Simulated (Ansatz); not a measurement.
# TiO under changes of volume

One of the cells (12.880 Å³/atom); the others are scaled copies at fixed shape and fractional positions:

```
CELL_PARAMETERS angstrom
3.03100 0.00000 0.00000
-1.51550 2.62492 0.00000
0.00000 0.00000 3.23770
ATOMIC_POSITIONS crystal
Ti 0.66667 0.33333 0.00000
O 0.00000 0.00000 0.50000
```

```yaml
Program: Ansatz 0.2.0
Functional: r2SCAN
Potentials_or_basis: Ansatz PAW
Cutoff: "500 eV (not typed: the program's choice for these potentials)"
k_mesh: 10 × 10 × 8
Occupations: fermi-dirac, width 0.05 eV
Spin: no spin polarisation
```

```csv
volume (Å³/atom),energy over the lowest point (meV/atom),pressure (GPa),gap on the mesh (eV)
12.107,0.00,-35.9,0.15
12.365,58.97,-37.4,0.15
12.622,?,?,?
12.880,182.97,-39.6,0.17
13.137,247.36,-40.5,0.18
13.395,312.98,-41.1,0.19
13.653,379.59,-41.7,0.19
```

Question: What does the run at 12.622 Å³/atom give?

Answer: Energy over the lowest point 120.08 meV/atom; pressure -38.6 GPa; gap on the mesh 0.16 eV.

Worked out: A Birch-Murnaghan fit of order 3 (a polynomial in V^(-2/3)) to the other rows has no minimum within the range. It gives 119.94 meV/atom at 12.622 Å³/atom, against the run's 120.08, and -dE/dV = -38.6 GPa, against -38.6. A straight line through the other rows of the gap, of slope 0.387 eV per unit of ln V (its deformation potential), gives 0.16 eV, against the run's 0.16.

Energies are extrapolated to zero smearing.

Caveats: the PAW data sets come from PBE, with cores solved anew for the run's functional, which leaves a small shift of forces and pressure.

A mesh can miss the band edges.
